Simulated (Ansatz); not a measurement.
# TlBr with and without relativity

```xyz
2
Lattice="4.0527 0.0000 0.0000 0.0000 4.0527 0.0000 0.0000 0.0000 4.0527" Properties=species:S:1:pos:R:3 pbc="T T T"
Tl    0.0000    0.0000    0.0000
Br    2.0264    2.0264    2.0264
```

The cell comes from a relaxation on PAW files under the same functional, begun from a database entry that needn't be the ground state.

All-electron LAPW in Ansatz 0.2.0 under PBE, with a Γ-centred 7×7×7 k mesh, Fermi–Dirac smearing of 0.02 eV, no spin polarisation. The basis error target is 0.5 meV/atom. The same cell is solved at each level of relativity (Schrödinger's equation, the scalar-relativistic one, Dirac's), and each level may then relax the cell.

The elements are taken as Br solid Br2, Tl hcp, each relaxed on PAW files under the same functional and computed by the same method as the compound; zero-point and thermal terms are left out. PBE lacks dispersion, which leaves layered or molecular solids underbound, be they references or the compound itself. Formation energies keep the scalar-relativistic cells of compound and elements, so at the other levels neither side is at rest.

| level | P at the cell (GPa) | gap (eV) | ΔE(formation) at the fixed cells (eV/atom) | relaxed V (Å³/atom) |
| --- | --- | --- | --- | --- |
| scalar-relativistic | 0.00 | 1.99 | ? | 33.28 |
| non-relativistic | 1.01 | 0.53 | -0.607 | ? |
| with spin–orbit coupling | -0.16 | 1.46 | -0.758 | 33.02 |

(1) Fill in "relaxed V (Å³/atom)" for the row "non-relativistic".

(2) Fill in "ΔE(formation) at the fixed cells (eV/atom)" for the row "scalar-relativistic".

(3) Does scalar relativity shrink or swell this crystal?

(4) How do the Löwdin populations move when relativity is switched off?

Answers

(1) 34.83.

(2) -0.837.

(3) It shrinks it by 4.4 % in volume against the non-relativistic cell.

(4) Tl 6s 1.90 → 1.81, Tl 6p 0.86 → 0.95 electrons an atom. The projections hold only the shells that the free atoms fill, so charge of other character is partly counted to these shells and partly left out.
